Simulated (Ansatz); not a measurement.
Start of a relaxation of SiC₃:

```
Si C
1.0
     2.66672    0.00000    0.00000
     0.00000    2.66672    0.00000
     0.00000    0.00000    7.54261
Si C
1 3
Direct
  0.00000 0.00000 0.00000
  0.50000 0.50000 0.25000
  0.00000 0.00000 0.50000
  0.50000 0.50000 0.75000
```

Theory: DFT PBE, scalar-relativistic, plane waves, PAW (Ansatz). Cutoff 420 eV, Gaussian smearing, Γ-centred meshes. Cell and atoms relax first on a coarse mesh and then on a converged one. In between, the cell is made exact in the group found at 0.06 Å. The steps can't lower the symmetry of their start. No spin polarisation in the relaxation; trial moments died out in a coarse test.

A guess keeps its type if space group and coordination stay and the shape of the cell changes little (axis ratios within about 15 %, angles within 6°); the volume may change.

Question: Does this structure survive the relaxation?

Answer: It doesn't keep its type. The symmetry stays P4/mmm (No. 123). The volume per atom grows by 79.3 %, from 13.4 to 24.0 Å³. The shortest distance goes from 2.67 Å (Si–C, C–C and Si–Si) to 1.30 Å (C–C). The ratio c/a of the conventional cell changes by a factor of 0.19. Counting neighbours within 15 % of an atom's shortest distance, the start has C 12, Si 12 and the end C 1/2, Si 2. In detail, at the end around Si lie 2 C at 1.53 Å; around C on a site of symmetry 4mm lies 1 C at 1.30 Å; C on a site of symmetry 4/mmm has 2 Si at 1.53 Å.

```cif
data_structure
_symmetry_space_group_name_H-M 'P 1'
_symmetry_Int_Tables_number 1
_cell_length_a 5.6100
_cell_length_b 5.6100
_cell_length_c 3.0562
_cell_angle_alpha 90.000
_cell_angle_beta 90.000
_cell_angle_gamma 90.000
_cell_volume 96.18
loop_
_atom_site_label
_atom_site_type_symbol
_atom_site_fract_x
_atom_site_fract_y
_atom_site_fract_z
_atom_site_occupancy
Si1 Si 0.00000 0.00000 0.00000 1
C1 C 0.50000 0.50000 0.21344 1
C2 C 0.00000 0.00000 0.50000 1
C3 C 0.50000 0.50000 0.78656 1
```

The last run used a 6×6×10 mesh (in the run's order of axes) for its 4-atom cell and Gaussian smearing of 0.02 eV. No dispersion correction is applied, so the spacing and binding between layers, chains or molecules are poorly described. Symmetry constrained the relaxation, so the result can be a saddle point.

In counts of neighbours, a slash parts the counts of unlike sites.
